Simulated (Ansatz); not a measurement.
## Convergence notes, G0W0 on BaO (rocksalt)

BaO built on the rocksalt prototype, relaxed with r2SCAN; one-shot G0W0 in Ansatz without spin-orbit coupling. Spin-unpolarised throughout; all numbers are computed.

```xyz
2
Lattice="0.0000 2.7719 2.7719 2.7719 0.0000 2.7719 2.7719 2.7719 0.0000" Properties=species:S:1:pos:R:3 pbc="T T T"
Ba    0.0000    0.0000    0.0000
O     2.7719    2.7719    2.7719
```

Gaps are read over the mesh points alone. G0W0 here is at a finite number of bands, screening cutoff and k mesh, not at the basis limit.

| start | potentials | frequency model | mesh | empty bands | screening cutoff (eV) | Kohn-Sham gap (eV) | G0W0 gap (eV) |
| --- | --- | --- | --- | --- | --- | --- | --- |
| PBE | PAW | contour deformation | 6×6×6 | 96 | 100 | 2.05 | 3.07 |
| PBE | PAW | contour deformation | 6×6×6 | 233 | 180 | 2.05 | 3.25 |
| PBE | PAW | contour deformation | 6×6×6 | 453 | 260 | 2.05 | 3.36 |
| HSE06 | PAW | contour deformation | 6×6×6 | 233 | 180 | 3.32 | 3.86 |
| r2SCAN | PAW | contour deformation | 6×6×6 | 233 | 180 | 2.38 | 3.40 |
| PBE0 | PAW | contour deformation | 6×6×6 | 233 | 180 | 4.05 | 4.09 |
| PBE | PAW | Godby-Needs pole | 6×6×6 | 233 | 180 | 2.05 | 3.16 |
| PBE | PAW | contour deformation | 8×8×8 | 69 | 80 | 2.05 | 3.03 |
| PBE | norm-conserving | contour deformation | 6×6×6 | 233 | 180 | 2.05 | 3.27 |

The quasiparticle gap on this mesh is 3.36 eV (direct at X), against 2.05 eV from PBE: +1.31 eV. Renormalisation factors Z lie between 0.71 and 0.83.

Raising bands and cutoff together moves the gap by +0.18 eV (100 to 180 eV), then +0.11 eV (180 to 260 eV); the last step is still large, so the basis limit isn't reached. Starting from HSE06 (3.32 eV against PBE's 2.05 eV) gives 3.86 eV, +0.61 eV from G0W0@PBE at the same screening cutoff. Starting from r2SCAN (2.38 eV against PBE's 2.05 eV) gives 3.40 eV, +0.15 eV from G0W0@PBE at the same screening cutoff. Starting from PBE0 (4.05 eV against PBE's 2.05 eV) gives 4.09 eV, +0.84 eV from G0W0@PBE at the same screening cutoff. The Godby-Needs plasmon pole differs from contour deformation by -0.09 eV. Norm-conserving potentials (wave cutoff 1240 eV against 420 eV) shift the quasiparticle gap by +0.02 eV and the PBE gap by 0.00 eV. r2SCAN runs take a wave cutoff of 500 eV.
